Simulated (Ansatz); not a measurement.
The calculation used Ansatz, DFT PBE, scalar-relativistic, plane waves, PAW. Settings: cutoff 420 eV, Γ-centred meshes spaced at most about 0.3 Å⁻¹, and about 0.25 Å⁻¹ or finer for metals (2π included), Gaussian smearing. Spin is collinear.

All energies are static (0 K, no zero-point motion).

Two relaxed structures of MnSb:

A. (parallel moments up to 3.2 μB, small opposite ones on other atoms)

```yaml
crystal:
  lattice:
    - [4.09567, 0.00000, 0.00000]
    - [-2.04784, 3.54695, 0.00000]
    - [0.00000, 0.00000, 5.59454]
  atoms:
    - { symbol: Mn, position: [0.00000, 0.00000, 0.00000] }
    - { symbol: Mn, position: [0.00000, 0.00000, 0.50000] }
    - { symbol: Sb, position: [0.66667, 0.33333, 0.75000] }
    - { symbol: Sb, position: [0.33333, 0.66667, 0.25000] }
```

B. (parallel moments up to 3.3 μB, with smaller opposite ones on Sb)

```yaml
crystal:
  lattice:
    - [3.36364, 0.00000, 0.00000]
    - [0.00000, 3.36364, 0.00000]
    - [0.00000, 0.00000, 3.36364]
  atoms:
    - { symbol: Mn, position: [0.00000, 0.00000, 0.00000] }
    - { symbol: Sb, position: [0.50000, 0.50000, 0.50000] }
```

Question: Which would you expect to be lower, and how large is the difference?

Answer: A is lower, by 0.33 eV/atom. A has the nickel arsenide type, space group P6_3/mmc (No. 194), 20.3 Å³/atom and no gap on its mesh; B has the caesium chloride type, space group Pm-3m (No. 221), 19.0 Å³/atom and no gap. Counting Sb atoms around Mn (those within 1.25 times the shortest such distance or 1.15 times the sum of covalent radii), A has Mn 6 and B has Mn 8. The lower one is the more open, so pressure narrows the difference. Origin: A, reached from a cell as deposited in COD, among other starts; B, invented.

Spin–orbit coupling, which can matter for Sb, is left out. The magnetic state reached may not be the lowest. Cells relaxed within their symmetry can be saddle points. Some structure types and database cells were kept out of the candidates from the start, so a known form may be missing.
